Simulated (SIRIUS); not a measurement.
# Hf (Fm-3m) in SIRIUS: equation of state

Aim: energy against volume of Hf in PBEsol, for its equilibrium volume and stiffness.

All numbers are computed with SIRIUS 7.12.0; they aren't measurements. Logs are shortened: lines on timing, memory, paths and dates and some standing lists are left out, and cuts for length are marked. The log counts tension as positive stress, the text compression.

## (1) The structure

Symmetry: Fm-3m, No. 225, cubic system. The conventional cell has a = 4.440 Å, b = 4.440 Å, c = 4.440 Å, α = 90.00°, β = 90.00°, γ = 90.00°. Hf (site symmetry m-3m) has 12 Hf at 3.14 Å as nearest neighbours.

This isn't the form of Hf at room conditions, which is hcp.

## (2) Single point, PBEsol, 20.57 Å³/atom (volume scaled by 0.94)

Contents of sirius.json:

```json
{
  "control": {
    "processing_unit": "cpu",
    "verbosity": 2,
    "num_bands_to_print": 13,
    "print_forces": true,
    "print_stress": true
  },
  "parameters": {
    "electronic_structure_method": "pseudopotential",
    "xc_functionals": ["XC_GGA_X_PBE_SOL", "XC_GGA_C_PBE_SOL"],
    "gk_cutoff": 7.7,
    "pw_cutoff": 15.4,
    "ngridk": [10, 10, 10],
    "shiftk": [0, 0, 0],
    "smearing": "fermi_dirac",
    "smearing_width": 0.0018374661,
    "num_bands": 13,
    "num_mag_dims": 0,
    "num_dft_iter": 100,
    "energy_tol": 1e-08,
    "density_tol": 1e-06
  },
  "iterative_solver": {
    "type": "davidson",
    "min_tolerance": 1e-10
  },
  "mixer": {
    "type": "anderson",
    "beta": 0.7,
    "max_history": 8
  },
  "settings": {
    "tol_ne": 1e-10,
    "pseudo_grid_cutoff": 6.5
  },
  "unit_cell": {
    "lattice_vectors": [
      [0.0, 0.707106781187, 0.707106781187],
      [0.707106781187, 0.0, 0.707106781187],
      [0.707106781187, 0.707106781187, 0.0]
    ],
    "lattice_vectors_scale": 5.8117838954,
    "atom_coordinate_units": "lattice",
    "atom_types": ["Hf"],
    "atom_files": {
      "Hf": "Hf.json"
    },
    "atoms": {
      "Hf": [
        [0.0, 0.0, 0.0]
      ]
    }
  }
}
```

Potentials or basis: PseudoDojo 0.4.1 PBEsol standard (scalar relativistic).

On the command line:

```bash
$ upf_to_json Hf.upf
$ OMP_NUM_THREADS=1 sirius.scf --input=sirius.json --output=out.json --task=0
```

Standard output:

```text
[info] SIRIUS version : 7.12.0
[info] number of MPI ranks           : 1
[info] MPI grid                      : 1 1
[info] maximum number of OMP threads : 1
[fft] FFT context for density and potential
[fft] =====================================
[fft]   comm size                             : 1
[fft]   plane wave cutoff                     : 15.4
[fft]   grid size                             : 32 32 32   total : 32768
[fft]   grid limits                           : -15 16   -15 16   -15 16
[fft]   number of G-vectors within the cutoff : 4305
[fft]   local number of G-vectors             : 4305
[fft]   number of G-shells                    : 266
[fft] FFT context for coarse grid
[fft] =====================================
[fft]   comm size                             : 1
[fft]   plane wave cutoff                     : 15.4
[fft]   grid size                             : 32 32 32   total : 32768
[fft]   grid limits                           : -15 16   -15 16   -15 16
[fft]   number of G-vectors within the cutoff : 4305
[fft]   local number of G-vectors             : 4305
[fft]   number of G-shells                    : 266
[unit cell] lattice vectors
[unit cell]   a1 :       0.0000000000      4.1095518032      4.1095518032
[unit cell]   a2 :       4.1095518032      0.0000000000      4.1095518032
[unit cell]   a3 :       4.1095518032      4.1095518032      0.0000000000
[unit cell] reciprocal lattice vectors
[unit cell]   b1 :      -0.7644611393      0.7644611393      0.7644611393
[unit cell]   b2 :       0.7644611393     -0.7644611393      0.7644611393
[unit cell]   b3 :       0.7644611393      0.7644611393     -0.7644611393
[unit cell] unit cell volume :       138.80764105 [a.u.^3]
[unit cell] 1/sqrt(omega)    :         0.08487764
[unit cell] MT volume        :         0.00000000 ( 0.00%)
[unit cell] IT volume        :       138.80764105 (100.00%)
[unit cell] number of atom types : 1
[unit cell] type id : 0 symbol : Hf mt_radius :  16.550000 num_atoms : 1
[unit cell] total number of atoms : 1
[unit cell] number of symmetry classes : 1
[unit cell] number of PAW atoms : 0
[unit cell] atom id  type id  class id             position                      vector_field
[unit cell] ------------------------------------------------------------------------------------------
[unit cell]      0        0        0      0.00000   0.00000   0.00000      0.00000   0.00000   0.00000
[unit cell] atom id         position (Cartesian, a.u.)
[unit cell] ---------------------------------------------
[unit cell]      0       0.000000    0.000000    0.000000
[unit cell] class id : 0 atom id : 0
[unit cell] minimum bond length:     5.811784
[unit cell] total number of pseudo wave-functions: 10
[sym] space group number   : 225
[sym] international symbol : Fm-3m
[sym] Hall symbol          : -F 4 2 3
[sym] space group transformation matrix :
[sym]   0.0000  0.5000  0.5000
[sym]   0.5000  0.0000  0.5000
[sym]   0.5000  0.5000  0.0000
[sym] space group origin shift :
[sym]   0.0000  0.0000  0.0000
[sym] number of space group operations  : 48
[sym] number of magnetic group operations : 48
[sym] metric tensor error: 0.0000e+00
[sym] rotation matrix error: 0.0000e+00
[sym] symmetry operations
[... list of symmetry operations ...]
[atom type] label          : Hf
[atom type] --------------------------------------------------------------------------------
[atom type] symbol         : Hf
[atom type] name           :
[atom type] zn             : 12
[atom type] mass           : 0
[atom type] mt_radius      : 16.55
[atom type] num_mt_points  : 1656
[atom type] grid_origin    : 0
[atom type] grid_name      : external
[atom type] number of core electrons    : 0
[... 142 lines left out ...]
[find] one-electron contribution      :      -8.65837684 (Ha),     -17.31675368 (Ry)
[find] hartree contribution           :       6.65423652
[find] xc contribution                :     -14.18242433
[find] ewald contribution             :     -40.16375570
[find] PAW contribution               :       0.00000000
[find] smearing (-TS)                 :      -0.00038118
[find] SCF correction                 :      -0.02772356
[find] Total energy                   :     -56.37804391 (Ha),    -112.75608782 (Ry)
[find] Free energy (E-TS)             :     -56.37842508 (Ha),    -112.75685017 (Ry)
[find] band gap (eV)                  :       0.00000000
[find] Efermi                         :       0.57892051
[find] iteration : 1, RMS (target) : 1.2615e-02 (1.0000e-06) , energy difference (target) : -1.8206e-03 (1.0000e-08)
[find] | SCF iteration   2 out of 100|
[diagonalize] iterative solver tolerance (occupied, empty): 0.00126154 0.00126154
[diagonalize] average number of iterations: 1.40426
[... levels, occupations and energy terms ...]
[find] Total energy                   :     -56.37816278 (Ha),    -112.75632557 (Ry)
[find] Free energy (E-TS)             :     -56.37854234 (Ha),    -112.75708467 (Ry)
[find] band gap (eV)                  :       0.00000000
[find] Efermi                         :       0.57804588
[find] iteration : 2, RMS (target) : 1.8666e-03 (1.0000e-06) , energy difference (target) : -1.1887e-04 (1.0000e-08)
[find] | SCF iteration   3 out of 100|
[diagonalize] iterative solver tolerance (occupied, empty): 0.00018666 0.00018666
[diagonalize] average number of iterations: 3.65957
[find] Total energy                   :     -56.37817916 (Ha),    -112.75635831 (Ry)
[find] Free energy (E-TS)             :     -56.37855915 (Ha),    -112.75711831 (Ry)
[find] band gap (eV)                  :       0.00000000
[find] Efermi                         :       0.57821924
[find] iteration : 3, RMS (target) : 2.8341e-04 (1.0000e-06) , energy difference (target) : -1.6373e-05 (1.0000e-08)
[find] | SCF iteration   4 out of 100|
[diagonalize] iterative solver tolerance (occupied, empty): 2.83408e-05 2.83408e-05
[diagonalize] average number of iterations: 2.76596
[find] Total energy                   :     -56.37818263 (Ha),    -112.75636525 (Ry)
[... 20 lines left out ...]
[find] | SCF iteration   7 out of 100|
[diagonalize] iterative solver tolerance (occupied, empty): 6.5634e-07 6.5634e-07
[diagonalize] average number of iterations: 1.3617
[find] Total energy                   :     -56.37818337 (Ha),    -112.75636673 (Ry)
[find] Free energy (E-TS)             :     -56.37856327 (Ha),    -112.75712655 (Ry)
[find] band gap (eV)                  :       0.00000000
[find] Efermi                         :       0.57817676
[find] iteration : 7, RMS (target) : 2.5310e-06 (1.0000e-06) , energy difference (target) : -2.0068e-08 (1.0000e-08)
[find] bands are converged : true
[find] iterative solver converged : false
[find] +------------------------------+
[find] | SCF iteration   8 out of 100|
[find] +------------------------------+
[diagonalize] iterative solver tolerance (occupied, empty): 2.53099e-07 2.53099e-07
[diagonalize] average number of iterations: 1.29787
[diagonalize] Lowest band energies
[diagonalize] ik:    0   -1.681133   -0.511244   -0.511244   -0.511244    0.302366    0.630019    0.630019    0.630019    0.744109    0.744109    1.004451    1.171558    1.171558
[diagonalize] ik:    1   -1.680813   -0.515342   -0.511751   -0.511751    0.316412    0.616549    0.636520    0.636520    0.737084    0.737084    1.033808    1.119087    1.199412
[diagonalize] ik:    2   -1.679973   -0.525744   -0.513067   -0.513067    0.353895    0.590812    0.645833    0.645833    0.733459    0.733459    1.036219    1.123374    1.273346
[diagonalize] ik:    3   -1.678930   -0.538013   -0.514673   -0.514673    0.399208    0.577926    0.638642    0.638642    0.761844    0.761844    0.987661    1.146370    1.317807
[diagonalize] ik:    4   -1.678083   -0.547516   -0.515957   -0.515957    0.427821    0.593831    0.625778    0.625778    0.807668    0.807668    0.961170    1.049291    1.237365
[diagonalize] ...
[diagonalize] ik:   42   -1.676791   -0.538918   -0.536915   -0.522622    0.505681    0.530155    0.588655    0.701284    0.813335    0.861541    1.001133    1.042456    1.149525
[diagonalize] ik:   43   -1.676649   -0.546340   -0.527735   -0.525663    0.460268    0.500732    0.653959    0.774244    0.858680    0.891648    0.949148    0.969999    1.088880
[diagonalize] ik:   44   -1.676925   -0.541339   -0.532054   -0.523147    0.502151    0.541955    0.563285    0.707072    0.806600    0.885820    0.990898    1.034819    1.153588
[diagonalize] ik:   45   -1.676750   -0.539435   -0.535339   -0.524316    0.510284    0.544930    0.568849    0.686333    0.826879    0.916662    0.944543    1.040139    1.136131
[diagonalize] ik:   46   -1.676644   -0.540764   -0.533662   -0.526045    0.495320    0.537426    0.592331    0.691095    0.858944    0.942321    0.946816    0.968305    1.125421
[find] Charges and magnetic moments
[find] --------------------------------------------------------------------------------
[find] total charge          : 12.000000
[find] Energy
[find] --------------------------------------------------------------------------------
[find] valence_eval_sum               :      -4.52732385
[find] <rho|V^{XC}>                   :      -9.15729147
[find] <rho|E^{XC}>                   :     -14.18456138
[find] <mag|B^{XC}>                   :       0.00000000
[find] <rho|V^{H}>                    :      13.31965981
[find] one-electron contribution      :      -8.68969219 (Ha),     -17.37938439 (Ry)
[find] hartree contribution           :       6.65982990
[find] xc contribution                :     -14.18456138
[find] ewald contribution             :     -40.16375570
[find] PAW contribution               :       0.00000000
[find] smearing (-TS)                 :      -0.00037991
[find] SCF correction                 :      -0.00000400
[find] Total energy                   :     -56.37818337 (Ha),    -112.75636675 (Ry)
[find] Free energy (E-TS)             :     -56.37856328 (Ha),    -112.75712656 (Ry)
[find] band gap (eV)                  :       0.00000000
[find] Efermi                         :       0.57817660
[find] iteration : 8, RMS (target) : 9.8431e-07 (1.0000e-06) , energy difference (target) : -7.1668e-09 (1.0000e-08)
[find] bands are converged : true
[find] iterative solver converged : false
[find] converged after 9 SCF iterations!
[find] Charges and magnetic moments
[find] --------------------------------------------------------------------------------
[find] total charge          : 12.000000
[find] Energy
[find] --------------------------------------------------------------------------------
[find] valence_eval_sum               :      -4.52732385
[find] <rho|V^{XC}>                   :      -9.15729147
[find] <rho|E^{XC}>                   :     -14.18456138
[find] <mag|B^{XC}>                   :       0.00000000
[find] <rho|V^{H}>                    :      13.31965981
[find] one-electron contribution      :      -8.68969219 (Ha),     -17.37938439 (Ry)
[find] hartree contribution           :       6.65982990
[find] xc contribution                :     -14.18456138
[find] ewald contribution             :     -40.16375570
[find] PAW contribution               :       0.00000000
[find] smearing (-TS)                 :      -0.00037991
[find] SCF correction                 :      -0.00000400
[find] Total energy                   :     -56.37818337 (Ha),    -112.75636675 (Ry)
[find] Free energy (E-TS)             :     -56.37856328 (Ha),    -112.75712656 (Ry)
[find] band gap (eV)                  :       0.00000000
[find] Efermi                         :       0.57817660
[ground_state] === stress tensor components [kbar] ===
[ground_state] === stress_kin ===
[ground_state] -20610.170650    0.000000    0.000000
[ground_state]     0.000000-20610.170650   -0.000000
[ground_state]     0.000000   -0.000000-20610.170650
[ground_state] === stress_har ===
[ground_state] -4705.286956    0.000000   -0.000000
[ground_state]     0.000000-4705.286956   -0.000000
[ground_state]    -0.000000   -0.000000-4705.286956
[ground_state] === stress_ewald ===
[ground_state] 28376.399780    0.000000    0.000000
[ground_state]     0.00000028376.399780    0.000000
[ground_state]     0.000000    0.00000028376.399780
[ground_state] === stress_vloc ===
[ground_state]   404.879623    0.000000    0.000000
[ground_state]     0.000000  404.879623   -0.000000
[ground_state]     0.000000   -0.000000  404.879623
[ground_state] === stress_xc ===
[ground_state] -10531.043618    0.000000    0.000000
[ground_state]     0.000000-10531.043618    0.000000
[ground_state]     0.000000    0.000000-10531.043618
[ground_state] === stress_core ===
[ground_state] 16912.963365    0.000000    0.000000
[ground_state]     0.00000016912.963365    0.000000
[ground_state]     0.000000    0.00000016912.963365
[ground_state] === stress_nonloc ===
[ground_state] -9909.011798    0.000000    0.000000
[ground_state]     0.000000-9909.011798   -0.000000
[ground_state]     0.000000   -0.000000-9909.011798
[ground_state] === stress_us_nl ===
[ground_state] -9909.011798    0.000000    0.000000
[ground_state]     0.000000-9909.011798   -0.000000
[ground_state]     0.000000   -0.000000-9909.011798
[ground_state] === stress_total ===
[ground_state]   -61.270253    0.000000    0.000000
[ground_state]     0.000000  -61.270253   -0.000000
[ground_state]     0.000000   -0.000000  -61.270253
[ground_state] ==== total Forces in Ha/bohr =====
[ground_state] atom:    0, force:       0.0000000      0.0000000      0.0000000
[ground_state] ==== ultrasoft contribution from Qij =====
[ground_state] atom:    0, force:       0.0000000      0.0000000      0.0000000
[ground_state] ==== non-local contribution from Beta-projector =====
[ground_state] atom:    0, force:       0.0000000      0.0000000      0.0000000
[ground_state] ==== contribution from local potential =====
[ground_state] atom:    0, force:       0.0000000      0.0000000      0.0000000
[ground_state] ==== contribution from core density =====
[ground_state] atom:    0, force:       0.0000000      0.0000000      0.0000000
[ground_state] ==== Ewald forces from ions =====
[ground_state] atom:    0, force:       0.0000000      0.0000000      0.0000000
[~DFT_ground_state] local op. applied: 12605
[~DFT_ground_state] evp. work count: 4034.15
[~DFT_ground_state] number of iterative solver steps: 995
```

Wall time 8.7 s (1 thread of AMD EPYC 7R43 (Zen 3), shared host); peak memory 0.18 GiB.

Results:

* Free energy: -1534.1389 eV
* Pressure: 6.1 GPa
* Band gap on the k mesh: none (metal or under the smearing width)

## (3) Single point, PBEsol, 21.01 Å³/atom (volume scaled by 0.96)

sirius.json: that of step 2 with these lines changed.

```diff
@@ -42,3 +42,3 @@
     ],
-    "lattice_vectors_scale": 5.8117838954,
+    "lattice_vectors_scale": 5.8527132996,
     "atom_coordinate_units": "lattice",
```

Potentials or basis: PseudoDojo 0.4.1 PBEsol standard (scalar relativistic).

On the command line:

```bash
$ upf_to_json Hf.upf
$ OMP_NUM_THREADS=1 sirius.scf --input=sirius.json --output=out.json --task=0
```

Run time: 9.1 s. Hardware: 1 thread of AMD EPYC 7R43 (Zen 3), shared host; peak memory 0.18 GiB.

The run converged. Its results:

```
Free energy            : -1534.1519 eV
Pressure               : 3.4 GPa
Band gap on the k mesh : none (metal or under the smearing width)
```

## (4) Single point, PBEsol, 21.44 Å³/atom (volume scaled by 0.98)

sirius.json: that of step 3 with these lines changed.

```diff
@@ -42,3 +42,3 @@
     ],
-    "lattice_vectors_scale": 5.8527132996,
+    "lattice_vectors_scale": 5.8930781152,
     "atom_coordinate_units": "lattice",
```

On the command line:

```bash
$ upf_to_json Hf.upf
$ OMP_NUM_THREADS=1 sirius.scf --input=sirius.json --output=out.json --task=0
```

Run time: 8.9 s. Hardware: 1 thread of AMD EPYC 7R43 (Zen 3), shared host; peak memory 0.18 GiB.

Results (log left out):

| Quantity | Value |
| --- | --- |
| Free energy | -1534.1578 eV |
| Pressure | 0.9 GPa |
| Band gap on the k mesh | none (metal or under the smearing width) |

## (5) Single point, PBEsol, 22.32 Å³/atom (volume scaled by 1.02)

sirius.json: that of step 4 with these lines changed.

```diff
@@ -42,3 +42,3 @@
     ],
-    "lattice_vectors_scale": 5.8930781152,
+    "lattice_vectors_scale": 5.9721892748,
     "atom_coordinate_units": "lattice",
```

On the command line:

```bash
$ upf_to_json Hf.upf
$ OMP_NUM_THREADS=1 sirius.scf --input=sirius.json --output=out.json --task=0
```

It took 10 s on 1 thread of AMD EPYC 7R43 (Zen 3), shared host; peak memory 0.18 GiB.

The run converged. Its results:

| Property | Result |
| --- | --- |
| Free energy | -1534.1509 eV |
| Pressure | -3.3 GPa |
| Band gap on the k mesh | none (metal or under the smearing width) |

## (6) Single point, PBEsol, 22.76 Å³/atom (volume scaled by 1.04)

sirius.json: that of step 5 with these lines changed.

```diff
@@ -42,3 +42,3 @@
     ],
-    "lattice_vectors_scale": 5.9721892748,
+    "lattice_vectors_scale": 6.0109708115,
     "atom_coordinate_units": "lattice",
```

Potentials or basis: PseudoDojo 0.4.1 PBEsol standard (scalar relativistic).

On the command line:

```bash
$ upf_to_json Hf.upf
$ OMP_NUM_THREADS=1 sirius.scf --input=sirius.json --output=out.json --task=0
```

It took 10 s on 1 thread of AMD EPYC 7R43 (Zen 3), shared host; peak memory 0.18 GiB.

The run converged. Its results:

| Item | Value |
| --- | --- |
| Free energy | -1534.1393 eV |
| Pressure | -5.2 GPa |
| Band gap on the k mesh | none (metal or under the smearing width) |

## (7) Single point, PBEsol, 23.20 Å³/atom (volume scaled by 1.06)

sirius.json: that of step 6 with these lines changed.

```diff
@@ -42,3 +42,3 @@
     ],
-    "lattice_vectors_scale": 6.0109708115,
+    "lattice_vectors_scale": 6.049258282,
     "atom_coordinate_units": "lattice",
```

On the command line:

```bash
$ upf_to_json Hf.upf
$ OMP_NUM_THREADS=1 sirius.scf --input=sirius.json --output=out.json --task=0
```

Run time: 11 s. Hardware: 1 thread of AMD EPYC 7R43 (Zen 3), shared host; peak memory 0.18 GiB.

It converged, with:

```
Free energy            : -1534.1230 eV
Pressure               : -6.8 GPa
Band gap on the k mesh : none (metal or under the smearing width)
```

## (8) Equation of state, PBEsol

No new run: the results of the series are fitted here.

What came out:

```yaml
Equilibrium_volume: 21.62 Å³/atom
Bulk_modulus: 111 GPa
Pressure_derivative_of_the_bulk_modulus: 3.9
```

Energy against volume, from the lowest point:
```
volume (Å³/atom)  energy (meV/atom)
          20.569              18.91
          21.007               5.91
          21.444               0.00
          21.882               0.52
          22.320               6.86
          22.757              18.45
          23.195              34.81
```

The run has no spin-orbit coupling, so splittings on Hf are missing.
